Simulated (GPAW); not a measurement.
Runs of GPAW 26.7.0 on SnSe2. It takes space group P-3m1 (No. 164, trigonal). The conventional cell has a = 3.811 Å, b = 3.811 Å, c = 6.136 Å, α = 90.00°, β = 90.00°, γ = 120.00°. Around Sn (site symmetry -3m) lie 6 Se at 2.68 Å. Around Se (site symmetry 3m) lie 3 Sn at 2.68 Å. 

```tsv
task	level	potentials or basis	cell	k mesh	cutoff (eV)	smearing	response ecut	maxiter	response k mesh	response bands	kernels	other keys	mesh quality	gap on the mesh (eV)
dielectric tensor	PBE	GPAW PAW data sets (gpaw-data 1.2.1), pw	volume scaled by 0.96	7 × 7 × 4	450	fermi-dirac 0.001 eV	80 eV	150	21 × 21 × 11	37	["RPA", "ALDA", "LR0.1"]	-	not flagged	0.85
single point	PBE	GPAW PAW data sets (gpaw-data 1.2.1), pw	volume scaled by 0.96	7 × 7 × 4	450	fermi-dirac 0.05 eV	-	80	-	-	-	-	not flagged	0.85
hybrid scf	r2SCAN-EpsX	GPAW PAW data sets (gpaw-data 1.2.1), pw	volume scaled by 0.96	4 × 4 × 2	450	fermi-dirac 0.001 eV	-	40	-	-	-	-	coarse	1.78
one-shot levels on a semilocal density	r2SCAN	GPAW PAW data sets (gpaw-data 1.2.1), pw	as given	4 × 4 × 3	450	fermi-dirac 0.05 eV	-	60	-	-	-	several, not listed	coarse	(a)
```

Alike in all rows: no spin polarisation.

Q: Fill in the values left out.

A: (a) 1.06.

Caveats: some runs use coarse meshes; spin-orbit coupling is left out, which moves the levels of the heavy elements; an odd mesh through Γ misses points on the zone boundary, where band edges often lie (some runs); the long-wavelength limit can be off by a per cent or two (some runs); exact exchange converges slowly with the k mesh, and this mesh is small (some runs).

A k mesh can miss the band edges, and the runs leave out spin-orbit coupling on Se, Sn.
